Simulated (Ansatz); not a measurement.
## All-electron card of TiO2

```xyz
3
Lattice="2.9894 0.0000 0.0000 -1.4947 2.5889 0.0000 0.0000 0.0000 5.4932" Properties=species:S:1:pos:R:3 pbc="T T T"
Ti    0.0000    0.0000    0.0000
O     0.0000    1.7259    0.9649
O     1.4947    0.8630    4.5282
```

Atom numbers follow the list: Ti1, O2, O3.

The cell was built from the CdI2 type and relaxed in the same program, and has space group P-3m1; it needn't be a known or the stable phase.

Methods: DFT, PBE, all-electron LAPW, scalar-relativistic (Ansatz 0.2.0); DFT, PBE, PAW with Ansatz's default frozen-core files, scalar-relativistic (Ansatz 0.2.0); DFT, PBE, all-electron PAW with datasets made for the crystal, scalar-relativistic (Ansatz 0.2.0).

For LAPW: a Γ-centred 13×13×7 k mesh, Fermi–Dirac smearing of 0.05 eV, basis error target 1 meV/atom, no spin polarisation. PAW takes a cutoff of 420 eV at this cell. The crystal-made all-electron datasets (AE datasets) take a cutoff of 440 eV at this cell. The Ansatz runs share mesh, smearing and spin set-up. Values come from LAPW unless marked.

- Band gap: 2.64 eV, indirect from the line K (0.333, 0.333, 0)–Γ to Γ
- Smallest direct gap on the path: 2.89 eV
- Löwdin charges (with 0.09 e of the cell spilling out of the atomic basis, so their sizes and signs hang on that basis): Ti1 1.37, O2 -0.64 e
- Bader charges (from the PAW run): Ti1 +2.23, O2 -1.11 e
- Field gradients Vzz (crystal-made datasets): Ti1 4.07 (η = 0.00), O2 -0.30 (η = 0.00) in 10²¹ V/m²
- Volume per atom: 14.17 Å³
- Pressure at this cell: 0.04 GPa
